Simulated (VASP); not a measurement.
Crystal: BaTiO3.

```
Ba Ti O
1.0
     3.99980    0.00000    0.00000
     0.00000    3.99980    0.00000
     0.00000    0.00000    4.01800
Ba Ti O
1 1 3
Direct
  0.00000 0.00000 0.00000
  0.50000 0.50000 0.49000
  0.00000 0.50000 0.51700
  0.50000 0.00000 0.51700
  0.50000 0.50000 0.01900
```

| Quantity | Value |
| --- | --- |
| Program | VASP 6.6.1 |
| Task | relaxation of cell and atoms |
| Functional | revPBE |
| Dispersion | D3 |
| Potentials or basis | VASP PAW PBE potentials, release 64 (Ba_sv, Ti_sv, O) |
| Cutoff | 600 eV |
| k mesh | 7 × 7 × 7 |
| Occupations | fermi-dirac, width 0.05 eV |
| Spin | no spin polarisation |

At the start: pressure 2.9 GPa; volume 12.86 Å³/atom.

Problem. Where does the relaxation end?

Solution. Over 23 steps the energy falls by 7.7 meV/atom and the volume is 13.34 Å³/atom (+3.7 %); space group P4mm (No. 99, to 0.05 Å).

The path:
```csv
step,energy change (eV),largest force (eV/Å),pressure (GPa),volume (Å³)
1,0.0000,0.2813,2.87,64.28
2,-0.0112,0.3671,-2.13,66.45
3,-0.0147,0.3328,-0.55,65.71
4,-0.0231,0.1981,-0.22,65.79
5,-0.0272,0.1090,0.32,65.88
6,-0.0328,0.1068,0.01,66.23
7,-0.0350,0.1503,-0.25,66.63
8,-0.0370,0.1051,0.31,66.43
9,-0.0372,0.0810,0.61,66.33
10,-0.0382,0.0466,0.15,66.53
11,-0.0383,0.0716,0.05,66.60
12,-0.0383,0.0770,-0.03,66.61
13,-0.0383,0.0734,-0.02,66.60
14,-0.0385,0.0321,-0.01,66.64
15,-0.0385,0.0167,-0.01,66.65
16,-0.0385,0.0078,0.00,66.65
17,-0.0385,0.0114,0.02,66.65
18,-0.0385,0.0089,0.01,66.65
19,-0.0385,0.0052,0.00,66.65
20,-0.0385,0.0065,0.01,66.65
21,-0.0385,0.0075,0.01,66.65
22,-0.0385,0.0060,0.00,66.66
23,-0.0385,0.0040,0.02,66.68
```

Final structure:
```cif
data_structure
_symmetry_space_group_name_H-M 'P 1'
_symmetry_Int_Tables_number 1
_cell_length_a 3.9950
_cell_length_b 3.9950
_cell_length_c 4.1778
_cell_angle_alpha 90.000
_cell_angle_beta 90.000
_cell_angle_gamma 90.000
_cell_volume 66.68
loop_
_atom_site_label
_atom_site_type_symbol
_atom_site_fract_x
_atom_site_fract_y
_atom_site_fract_z
_atom_site_occupancy
Ba1 Ba 0.00000 0.00000 0.99285 1
Ti1 Ti 0.50000 0.50000 0.47382 1
O1 O 0.00000 0.50000 0.51930 1
O2 O 0.50000 0.00000 0.51930 1
O3 O 0.50000 0.50000 0.03773 1
```

Caveat: the PAW data sets were made with another functional, which shifts forces and pressure a little.
